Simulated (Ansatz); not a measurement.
# MoS2 (R3m) in Ansatz: further runs

One crystal, MoS2, is run at these levels: BHLYP+D3(BJ)-ATM, revPBE+U; tasks: atomic charges.

Program: Ansatz 0.2.0. These are calculated values, not measurements. Logs are shortened: lines on timing, memory, paths and dates and some standing lists are left out, and cuts for length are marked.

## 1. Starting point

It takes space group R3m (No. 160, trigonal). The conventional cell has a = 3.160 Å, b = 3.160 Å, c = 18.450 Å, α = 90.00°, β = 90.00°, γ = 120.00°. Mo (site symmetry 3m) has 6 S at 2.39 Å as nearest neighbours. S (site symmetry 3m) is surrounded by 3 Mo at 2.39 Å. S (site symmetry 3m) is surrounded by 3 Mo at 2.39 Å.

Measurements of this composition are mostly on another form, of space group No. 194.

## 2. Atomic charges, BHLYP+D3(BJ)-ATM, collinear spin, program default start

The input, input.yaml:

```yaml
crystal:
  lattice:
    - [1.58, 0.9122134253, 6.15]
    - [-1.58, 0.9122134253, 6.15]
    - [0.0, -1.8244268506, 6.15]
  atoms:
    - { symbol: Mo, position: [0.0, 0.0, 0.0] }
    - { symbol: S, position: [0.417, 0.417, 0.417] }
    - { symbol: S, position: [0.25, 0.25, 0.25] }
hamiltonian:
  xc: { name: BHLYP }
  pseudopotentials: { kind: paw }
  dispersion: d3bjatm
magnetization:
  spin_polarized: true
kpoints:
  mp_grid: { grid: [6, 6, 6] }
scf:
  occupations: { method: fermi_dirac, width: 0.01 }
output:
  forces: true
  stress: true
  eigenvalues: true
  bader: true
  populations: intrinsic
```

Potentials or basis: Ansatz PAW.

On the command line:

```console
$ ansatz run input.yaml --threads 2 --pin off --max-ram 5120MiB --backend cpu --events-out ev --progress --plain --runs-dir out
```

The log of the run:

```text
Warning: output.stress: scf.convergence.dr2_threshold = 1e-7 eV (the SCF's general default) is looser than the 3e-10 eV advised for a printed stress (1e-10 eV for each atom of the cell: 3). What an SCF threshold leaves in a stress goes as its square root, and in the free energy as the threshold itself, and one threshold admits the most on a small cell: of the crystals measured, under no hybrid functional and no lock of the moments, on runs that ended without the residual-converged pass, on stresses that held no estimate of that error, the worst erred by over 100 MPa in a component at 1e-7 eV an atom and by under 5 at 1e-10. Set scf.convergence.dr2_threshold to 3e-10 eV or tighter. The threshold is an SCF's pass mark: one that does not reach it within its budget of iterations ends unconverged, or closes short of it on a stop that the run arms, and scf.convergence.dr2_threshold's page says what that costs each kind of run
Warning: output.stress: scf.exx.energy_threshold = 1e-6 eV is looser than the 3e-8 eV advised for a stress under a hybrid functional (1e-8 eV for each atom of the cell: 3). Every SCF of the exchange loop can meet its threshold on dr2 while the loop round them stops early: no threshold on dr2 bounds what that leaves in the stress. Set scf.exx.energy_threshold to 3e-8 eV or tighter. The threshold is the loop's pass mark: a loop that does not reach it within its budget of cycles ends unconverged, and scf.exx.energy_threshold's page has the law
Warning: RAYON_NUM_THREADS=2 ignored (pool sized by the plan → 2); use --threads N
basis.fft_grid_basis auto: the FFT boxes are laid along the combinations [[1, 0, -1], [0, 1, -1], [0, 0, 1]] of the cell's own vectors, 3.160, 3.160 and 6.415 Å long. The dense box has 24×24×45 points. Along the cell's own vectors, as sized, it would have 45×45×45, 3.52 times as many. Of the 6 symmetry operations that the crystal satisfies within crystal.symmetry.tolerance (time reversal apart; of a slab, those that keep its plane) the dense box along the cell's own vectors carries 6, and the one as laid loses 4 of those. basis.fft_grid_basis: typed keeps the cell's own vectors: state it where this run's energies or levels are differenced outside the engine with another run's, or held beside a run that keeps those vectors.
band count auto-derived: 19 (N_el = 26.0; filled up to band 13; 17 by the electrons, moments and atoms)
Engine: ansatz 0.2.0, aarch64-unknown-linux-gnu
Pseudopotentials: kind: paw
Pseudopotential: Mo, paw, valence charge 14, recommended cutoff 420 eV (normal), Mo.paw.azcp
Pseudopotential: S, paw, valence charge 6, recommended cutoff 420 eV (normal), S.paw.azcp
Functional definition: BHLYP
  parameter a = 0.5
  exchange = (1 - a)*b88_x + a*exact_x
  correlation = lyp_c
Crystal: 3 atoms, lattice volume = 53.184 Å³
Basis set: ecut = 420 eV, 1011 PW (Γ), FFT grids on a1−a3, a2−a3, a3, exchange–correlation on 48×48×90 points (8 copies of the dense FFT grid, shifted against one another)
Bands: 19, of which v1, the nominal top of the filled ones, is band 13 counted from 1 (12 counted from 0)
Symmetry: 6 space group operations
Space group: R3m (ITA 160), of the structure as read, at distance tolerance 3.8e-5 Å
k-points: 32 of 216 (time reversal used)
Non-local potential: Mo, projectors of the file, l = 0: 3, l = 1: 2, l = 2: 2, l = 3: 1
Non-local potential: S, projectors of the file, l = 0: 2, l = 1: 2, l = 2: 2
PAW form: soft (Blöchl's): semilocal exchange-correlation on the pseudo side does not see the compensation charge
PAW frozen core: Mo, regenerated for the run's functional, and the local potential with it (the file was generated under x = pbe(κ = 0.804, μ = 0.2195149727645171), c = pbe(β = 0.06672455060314922))
PAW frozen core: S, regenerated for the run's functional, and the local potential with it (the file was generated under x = pbe(κ = 0.804, μ = 0.2195149727645171), c = pbe(β = 0.06672455060314922))
PAW one-centre angular grid: Mo, 590 points (default); XC on 64 Gauss nodes
PAW one-centre angular grid: S, 110 points (default); XC on 64 Gauss nodes
Initial density: superposition of atomic densities (chi_scale 0.1, normalization cell, long waves kept (reshape's long-wave potential 0.07 eV rms))
Initial wavefunctions: pseudopotential atomic-orbital guess
Functional: x = b88, c = lyp, warm-up for x = 0.5 b88 + 0.5 exact, c = lyp
iter 1 solved again at ethr=1.02e-2 eV; its pass at ethr=1.00e-1 eV (dr2=2.65e0 eV) is discarded
SCF iter   1: F=—  HF=-6787.385142 eV  |F-HF|=—  |Δ(HF+E_count)|=         —  Δρ=3.15e-2 (↑3.15e-2 ↓3.15e-2)  dr2=2.66e0  dr2_m=0.00e0  M=0.000 μB ∫|m|=0.000 μB  β_m=0.30  ethr=1.02e-2  ⟨swp⟩=2.8  Hψ=3043  notcnv=0
preconditioner: auto → none  [insulator: Δε(μ)=0.800 eV  Ē_g=10.264 eV  σ=0.010 eV  W_gap=1.00  n_scr=16 (ndim 8)  ℏωp=21.6 eV  f_vac=0.001  D(μ)=0.00/eV (n_scr^D=0)]
SCF iter   2: F=—  HF=-6784.826705 eV  |F-HF|=—  |Δ(HF+E_count)|=    2.56e0  Δρ=3.47e-2 (↑3.47e-2 ↓2.56e-2)  dr2=1.01e0  dr2_m=3.60e-1  M=1.527 μB ∫|m|=1.527 μB  ethr=1.02e-2  ⟨swp⟩=3.1  Hψ=1353  notcnv=0  defer=3
Mixer restart at iter 2: flushing history
SCF iter   3: F=—  HF=-6786.520916 eV  |F-HF|=—  |Δ(HF+E_count)|=         —  Δρ=2.94e-2 (↑2.73e-2 ↓2.94e-2)  dr2=6.40e-1  dr2_m=3.02e-1  M=0.009 μB ∫|m|=0.186 μB  β_m=0.30  ethr=3.89e-3  ⟨swp⟩=2.1  Hψ=2441  notcnv=0  defer=5
SCF iter   4: F=—  HF=-6786.562798 eV  |F-HF|=—  |Δ(HF+E_count)|=   4.19e-2  Δρ=2.48e-2 (↑2.48e-2 ↓1.76e-2)  dr2=3.67e-1  dr2_m=1.60e-1  M=0.000 μB ∫|m|=0.138 μB  β_m=0.32  ethr=2.46e-3  ⟨swp⟩=4.2  Hψ=3173  notcnv=0  defer=23
SCF iter   5: F=—  HF=-6786.603538 eV  |F-HF|=—  |Δ(HF+E_count)|=   4.07e-2  Δρ=1.77e-2 (↑1.26e-2 ↓1.77e-2)  dr2=2.68e-1  dr2_m=8.19e-2  M=0.000 μB ∫|m|=0.118 μB  β_m=0.31  ethr=1.41e-3  ⟨swp⟩=3.6  Hψ=3043  notcnv=0  defer=2
iter 6 solved again at ethr=1.74e-5 eV; its pass at ethr=1.03e-3 eV (dr2=4.51e-3 eV) is discarded
SCF iter   6: F=—  HF=-6786.622613 eV  |F-HF|=—  |Δ(HF+E_count)|=   1.91e-2  Δρ=5.02e-3 (↑5.02e-3 ↓4.83e-3)  dr2=5.40e-3  dr2_m=1.00e-2  M=0.000 μB ∫|m|=0.058 μB  β_m=0.38  ethr=1.74e-5  ⟨swp⟩=4.5  Hψ=5971  notcnv=0  defer=40
Mixer restart at iter 6: flushing history
SCF iter   7: F=—  HF=-6786.630067 eV  |F-HF|=—  |Δ(HF+E_count)|=         —  Δρ=3.85e-4 (↑3.85e-4 ↓3.85e-4)  dr2=2.30e-4  dr2_m=0.00e0  M=0.000 μB ∫|m|=0.000 μB  β_m=0.38  ethr=1.74e-5  ⟨swp⟩=3.9  Hψ=1703  notcnv=0  defer=13
SCF iter   8: F=-6786.629994 eV  HF=-6786.630019 eV  |F-HF|=2.47e-5  |Δ(HF+E_count)|=   4.86e-5  Δρ=2.07e-4 (↑2.07e-4 ↓2.07e-4)  dr2=6.01e-5  dr2_m=0.00e0  M=0.000 μB ∫|m|=0.000 μB  ethr=8.85e-7  ⟨swp⟩=3.2  Hψ=1140  notcnv=0  defer=5
[... 34 lines left out ...]
SCF iter   3: F=—  HF=-6781.651295 eV  |F-HF|=—  |Δ(HF+E_count)|=   4.22e-9  Δρ=2.23e-6 (↑2.23e-6 ↓2.23e-6)  dr2=1.94e-8  dr2_m=0.00e0  M=0.000 μB ∫|m|=0.000 μB  β_m=0.60  ethr=1.04e-10  ⟨swp⟩=3.5  Hψ=1374  notcnv=0  defer=3
SCF iter   4: F=—  HF=-6781.651295 eV  |F-HF|=—  |Δ(HF+E_count)|=   1.21e-9  Δρ=1.30e-6 (↑1.30e-6 ↓1.30e-6)  dr2=7.96e-9  dr2_m=0.00e0  M=0.000 μB ∫|m|=0.000 μB  β_m=0.50  ethr=6.24e-11  ⟨swp⟩=3.3  Hψ=1291  notcnv=0  defer=4
SCF iter   5: F=—  HF=-6781.651295 eV  |F-HF|=—  |Δ(HF+E_count)|=   1.11e-9  Δρ=7.45e-7 (↑7.45e-7 ↓7.45e-7)  dr2=3.39e-9  dr2_m=0.00e0  M=0.000 μB ∫|m|=0.000 μB  β_m=0.70  ethr=2.75e-11  ⟨swp⟩=2.6  Hψ=1072  notcnv=0  defer=8
SCF iter   6: F=-6781.651295 eV  HF=-6781.651295 eV  |F-HF|=8.73e-11  |Δ(HF+E_count)|=  7.21e-10  Δρ=1.53e-7 (↑1.53e-7 ↓1.53e-7)  dr2=1.10e-10  dr2_m=0.00e0  M=0.000 μB ∫|m|=0.000 μB  ethr=1.22e-11  ⟨swp⟩=3.0  Hψ=1119  notcnv=0
SCF 4 converged in 6 iterations: F = -6781.651295 eV  dr2 = 1.10e-10
  Residual-converged pass: ⟨swp⟩=3.0  Hψ=1166  notcnv=0  max |occ|·‖R‖ = 2.7e-7 eV (tolerance 2.7e-7 eV)  dr2=1.12e-10  dr2_m=0.00e0  dr2_onsite=1.79e-12  max |Δocc| = 0.0e0
hybrid outer 3: dexx = +7.864e-8 eV, tail = 2.31e-9 eV, Δε = 7.19e-4 eV (about 4.98e-5 eV left of the loop's levels), ΔF = 3.62e-4 eV/Å (tail 3.61e-4)
this state was not tested for a lower state beside it, because the functional holds exact exchange (a hybrid, or Hartree-Fock), whose exchange loop this test does not read (fock_operator); the stability check (scf.self_checks: high) cannot read this state: a pseudopotential is PAW: the check reads norm-conserving sets alone
hybrid SCF converged: 3 outer / 21 inner (+8 warm-up), last move |dexx| = 7.86e-8 eV, tail = 2.31e-9 eV
Magnetization: 0.0000 μB (13.0000 up, 13.0000 down)
Absolute magnetization: 0.0000 μB (∫|ρ↑−ρ↓|)
Spin contamination: 0.0000 ħ² per cell (⟨S²⟩ above its minimum at these occupations)
Per-site moments (μB) at R_I (Å): [(0.0, 0.9841769011917458), (0.0, 0.985813611164385), (0.0, 0.9841769011917458)]
Free energy (F): -6781.651295 eV
Frozen-core exchange: fock
Harris-Foulkes:  -6781.651295 eV  (|F-HF|=8.73e-11)
Internal energy: -6781.651295 eV  (E = F + TS)
E sigma→0 (E₀):  -6781.651295 eV
Fermi energy:    11.586471 eV
--- Per-component energies (eV) ---
  E_band       = -255.977790
  E_kinetic    = 656.765958
  E_local      = -1977.153902  (includes V_loc(G=0)·N_el)
  E_nonlocal   = 196.871030
  E_hartree    = 759.851885
  E_xc         = -200.032908
  E_vxc        = -212.377259  (∫ρ·V_xc dr)
  E_exx        = -150.748529  (= α·E_x^exact, valence–valence)
  E_paw        = -4445.741592  (= ΣΔE_a)
  E_vpaw       = -138.290494  (= ΣTr[D̂ρ^β])
  E_aug_tail   = 0.000025  (compensation charges beyond the density's cutoff)
  E_ewald      = -1618.402598
  E_disp       = -2.032387  (pairwise vdW)
  E_core_change = -1.028276  (= ΣΔE_core)
  E_smearing   = -0.000000  (= −TS)
  E_closure    = -0.000000  (closes the sum)
  Σ components = -6781.651295   (vs F -6781.651295, Δ=0.00e0)
--- Forces (eV/Å), atoms counted from 1 ---
  atom   1  Mo     0.00000000     0.00000000     0.10022417
  atom   2  S      0.00000000     0.00000000    -0.17352289
  atom   3  S      0.00000000    -0.00000000     0.07335620
  max |Σ_I F_I| component: 5.75e-5 eV/Å
--- Stress (GPa, compression-positive) ---
       -2.776265       0.000000      -0.000000
        0.000000      -2.776265       0.000000
        0.000000       0.000000      -2.062005
  P = ⅓ Tr σ = -2.5382 GPa (-25.382 kbar)
--- Band table (eV; the first three rows and the last of 64) ---
  k-point 0 ↑: bands = ["-59.8200", "-31.1273", "-30.8255", "-30.8255", "-8.4926", "-6.4262", "1.2757", "5.6032", "5.6032", "7.2141", "7.2141", "8.2067", "8.5791", "14.9879", "14.9879", "15.3995", "15.3995", "18.8532", "21.7536"]
  k-point 1 ↑: bands = ["-59.8057", "-31.0987", "-30.9709", "-30.8587", "-7.9920", "-6.2864", "1.8502", "4.6874", "5.7930", "6.1404", "6.4927", "8.2231", "8.5455", "14.2375", "14.8994", "15.1182", "15.7476", "20.5732", "22.2355"]
  k-point 2 ↑: bands = ["-59.7768", "-31.2528", "-31.0396", "-30.9241", "-6.8236", "-5.9655", "2.1803", "3.7301", "4.1424", "5.4190", "7.2805", "7.3111", "7.8368", "14.1473", "14.3526", "16.2921", "16.6135", "20.4954", "20.9305"]
  k-point 31 ↓: bands = ["-59.8200", "-31.1272", "-30.8255", "-30.8255", "-8.1980", "-6.9276", "2.4779", "5.5392", "5.5828", "5.5828", "7.2565", "7.2565", "9.9931", "15.1120", "15.1120", "15.2051", "15.2051", "18.9117", "22.3175"]
--- intrinsic populations: 3 sites ---
  site symbol       q [e]    m [muB]
     0     Mo     13.6415     0.0000
     1      S      6.1818     0.0000
     2      S      6.1767     0.0000
  spilling = 0.000000 (of n_electrons = 26.000000)
--- Bader charges: 3 sites ---
  site symbol  charge [e]  shift [e]    m [muB]
     0     Mo      1.4053     0.0016     0.0000
     1      S     -0.7027     0.0008     0.0000
     2      S     -0.7026     0.0008     0.0000
  estimated error of the sums over rays = 2.9e-4 e
```

Run time: 81 s. Hardware: 2 threads of Arm Neoverse V1, shared host; peak memory 1.8 GiB.

Results:

- Free energy: -6781.6513 eV
- Pressure: -2.5 GPa
- Largest force: 0.174 eV/Å
- Band gap on the k mesh: 3.21 eV, indirect (least direct gap 3.92 eV)
- Net moment: 0.00 μB per cell
- Absolute moment: 0.00 μB per cell
- Bader charges: Mo +1.41; S -0.70 e

Forces in eV/Å, atoms in the order of the input:
```
Mo   0.000  0.000  0.100
S    0.000  0.000 -0.174
S    0.000  0.000  0.073
```

Caveat: the magnetic or orbital state may not be the lowest; the PAW data sets come from PBE, with cores solved anew for the run's functional, which leaves a small shift of forces and pressure; the thresholds are loose for stress.

## 3. Atomic charges, revPBE+U

The input, input.yaml:

```yaml
crystal:
  lattice: { a: 3.16, b: 3.16, c: 18.45, alpha: 90.0, beta: 90.0, gamma: 120.0 }
  space_group: 160
  reduce_to_primitive: true
  atoms:
    - { symbol: Mo, wyckoff: "3a", position: [0.0, 0.0, 0.0] }
    - { symbol: S, wyckoff: "3a", position: [0.3333333333, 0.6666666667, 0.0836666667] }
    - { symbol: S, wyckoff: "3a", position: [0.0, 0.0, 0.25] }
hamiltonian:
  xc: revpbe
  pseudopotentials: { kind: paw, core: large }
  hubbard: { sites: [{ species: Mo, l: d, u_eff: 6.2 }], double_counting: fll }
kpoints:
  mp_grid: { grid: [10, 10, 10] }
scf:
  occupations: { method: fermi_dirac, width: 0.025 }
output:
  forces: true
  stress: true
  eigenvalues: true
  bader: true
  populations: intrinsic
  write_density: true
  write_potential: true
  elf: true
  volumetric_format: npy
```

Potentials or basis: Ansatz PAW.

On the command line:

```console
$ ansatz run input.yaml --threads 2 --pin off --max-ram 5120MiB --backend cpu --events-out ev --progress --plain --runs-dir out
```

The log of the run:

```text
Warning: of Mo the run reads no dataset of the core that `hamiltonian.pseudopotentials.core` asks for: this build lists none beside the file that it uses, or the input names that file
Warning: RAYON_NUM_THREADS=2 ignored (pool sized by the plan → 2); use --threads N
crystal.space_group: 160 is read as R3m (hexagonal axes, obverse): the typed cell holds Mo3S6 (Mo 3a, 2 × S 3a). Least distances (Å): Mo–Mo 3.160, Mo–S 2.386, S–S 3.081
crystal.space_group generates its sites in this order, which a site index counts, at these fractional coordinates of the primitive cell where crystal.reduce_to_primitive is true, and else of the cell that is read (crystal.supercell repeats the list replica by replica, and crystal.defects acts on that): 0: Mo [0.000000, 0.000000, 0.000000]; 1: S [0.417000, 0.417000, 0.417000]; 2: S [0.250000, 0.250000, 0.250000];
basis.fft_grid_basis auto: the FFT boxes are laid along the combinations [[1, -1, 0], [0, 1, 0], [0, -1, 1]] of the cell's own vectors, 3.160, 6.415 and 3.160 Å long. The dense box has 24×45×24 points. Along the cell's own vectors, as sized, it would have 45×45×45, 3.52 times as many. Of the 6 symmetry operations that the crystal satisfies within crystal.symmetry.tolerance (time reversal apart; of a slab, those that keep its plane) the dense box along the cell's own vectors carries 6, and the one as laid loses 4 of those. basis.fft_grid_basis: typed keeps the cell's own vectors: state it where this run's energies or levels are differenced outside the engine with another run's, or held beside a run that keeps those vectors. Those combinations have planes normal to reciprocal vector 3, as the cell's own vectors have. Each planar average written beside output.write_density, output.write_potential has a row for each plane of the box: 24. The volumetric files lie along those combinations, not along the cell's own vectors: a cube or XSF file states them, and fields.json those of NumPy files.
Mo: projections on atomic orbitals take those of the free atom [Ar 3d10] 4s2 4p6 4d5 5s1, of charge +0.00 (hamiltonian.pseudopotentials.projection_atoms); the dataset's partial waves leave at most 6.0e-6 of an orbital's norm unspanned inside its sphere
S: projections on atomic orbitals take those of the free atom [Ne] 3s2 3p4, of charge +0.00 (hamiltonian.pseudopotentials.projection_atoms); the dataset's partial waves leave at most 1.6e-7 of an orbital's norm unspanned inside its sphere
[... 4 set-up lines as earlier in the session ...]
Functional definition: revPBE
  parameter kappa = 1.245
  parameter beta = 0.06672455060314922
  exchange = pbe_x(kappa = kappa, mu = beta*pi^2/3)
  correlation = pbe_c(beta = beta)
Crystal: 3 atoms, lattice volume = 53.184 Å³
Basis set: ecut = 420 eV, 1011 PW (Γ), FFT grids on a1−a2, a2, −a2+a3, exchange–correlation on 48×90×48 points (8 copies of the dense FFT grid, shifted against one another)
Bands: 17, of which v1, the nominal top of the filled ones, is band 13 counted from 1 (12 counted from 0)
[... 2 set-up lines as earlier in the session ...]
k-points: 116 of 1000 (time reversal used)
[... 4 set-up lines as earlier in the session ...]
[... 29 lines left out ...]
  E_kinetic    = 658.167049
  E_local      = -1989.065629  (includes V_loc(G=0)·N_el)
  E_nonlocal   = 198.168435
  E_hartree    = 769.540442
  E_xc         = -379.671937
  E_vxc        = -405.917930  (∫ρ·V_xc dr)
  E_hubbard    = 7.574999  (on-site DFT+U / exact-exchange correction)
  E_vhub       = -0.996099  (the Hubbard potential's part of the band-sum identity)
  E_paw        = -4411.139008  (= ΣΔE_a)
  E_vpaw       = -152.489741  (= ΣTr[D̂ρ^β])
  E_aug_tail   = 0.000041  (compensation charges beyond the density's cutoff)
  E_ewald      = -1618.402599
  E_core_change = -0.120617  (= ΣΔE_core)
  E_smearing   = -0.000000  (= −TS)
  E_closure    = 0.000000  (closes the sum)
  Σ components = -6764.948823   (vs F -6764.948823, Δ=0.00e0)
--- Forces (eV/Å), atoms counted from 1 ---
  atom   1  Mo    -0.00000000     0.00000000     0.08545934
  atom   2  S     -0.00000000    -0.00000000     0.46048408
  atom   3  S      0.00000000     0.00000000    -0.54592663
  max |Σ_I F_I| component: 1.68e-5 eV/Å
--- Stress (GPa, compression-positive) ---
        7.069176      -0.000000      -0.000000
       -0.000000       7.069176       0.000000
       -0.000000       0.000000       8.690581
  P = ⅓ Tr σ = 7.6096 GPa (76.096 kbar)
--- Band table (eV; the first three rows and the last of 116) ---
  k-point 0: bands = ["-50.3851", "-24.4678", "-24.3597", "-24.3597", "-3.9747", "-2.2530", "3.8625", "7.5792", "7.5792", "8.9889", "8.9889", "9.4591", "9.8916", "13.3130", "13.3130", "13.5535", "13.5535"]
  k-point 1: bands = ["-50.3804", "-24.4597", "-24.4001", "-24.3687", "-3.8202", "-2.1996", "4.0535", "7.2662", "7.7444", "8.4351", "8.7470", "9.4390", "10.0716", "13.0643", "13.2805", "13.3747", "13.5876"]
  k-point 2: bands = ["-50.3687", "-24.5044", "-24.4385", "-24.3924", "-3.3907", "-2.0546", "4.5106", "6.6201", "7.5149", "8.1850", "8.2367", "9.2881", "9.8002", "12.3700", "13.0245", "13.6044", "14.1079"]
  k-point 115: bands = ["-50.3858", "-24.4679", "-24.3597", "-24.3597", "-3.7318", "-2.6634", "4.7087", "7.5659", "7.5659", "7.6946", "9.0194", "9.0194", "10.6961", "13.3953", "13.3953", "13.4300", "13.4300"]
Occupation matrices written to <dir>
--- intrinsic populations: 3 sites ---
  site symbol       q [e]
     0     Mo     13.7865
     1      S      6.1096
     2      S      6.1039
  spilling = 0.000000 (of n_electrons = 26.000000)
--- Bader charges: 3 sites ---
  site symbol  charge [e]  shift [e]
     0     Mo      1.2459     0.0019
     1      S     -0.6231     0.0010
     2      S     -0.6228     0.0010
  estimated error of the sums over rays = 2.8e-4 e
```

bader_charges.tsv:

```text
# site	symbol	x_ang	y_ang	z_ang	partial_charge_e	electrons	volume_ang3	relative_density_drop	shared_charge_e	partial_wave_shift_e
# quadrature_error_electrons = 2.8e-4
0	Mo	0.0000	0.0000	0.0000	1.24590	40.75410	12.34	-	1.24590	0.00194
1	S	0.0000	0.0000	7.6937	-0.62306	16.62306	20.46	-	-0.62306	0.00096
2	S	0.0000	0.0000	4.6125	-0.62284	16.62284	20.39	-	-0.62284	0.00098
```

It took 23 s on 2 threads of Arm Neoverse V1, shared host; peak memory 0.48 GiB.

Results:

- Free energy: -6764.9488 eV
- Pressure: 7.6 GPa
- Largest force: 0.546 eV/Å
- Band gap on the k mesh: 0.89 eV, indirect (least direct gap 1.50 eV)
- Bader charges: Mo +1.25; S -0.62 e

Forces in eV/Å, atoms in the order of the input:
```
Mo   0.000  0.000  0.085
S    0.000  0.000  0.460
S    0.000  0.000 -0.546
```

Stress tensor (GPa, compression positive):
```
7.07 0.00 0.00
0.00 7.07 0.00
0.00 0.00 8.69
```

Eigenvalues of the final occupation matrices:
| site | spin | trace | eigenvalues |
| --- | --- | --- | --- |
| site 1 | 1 | 2.60 | 0.46 0.46 0.52 0.52 0.65 |

Caveat: the PAW data sets come from PBE, with cores solved anew for the run's functional, which leaves a small shift of forces and pressure.
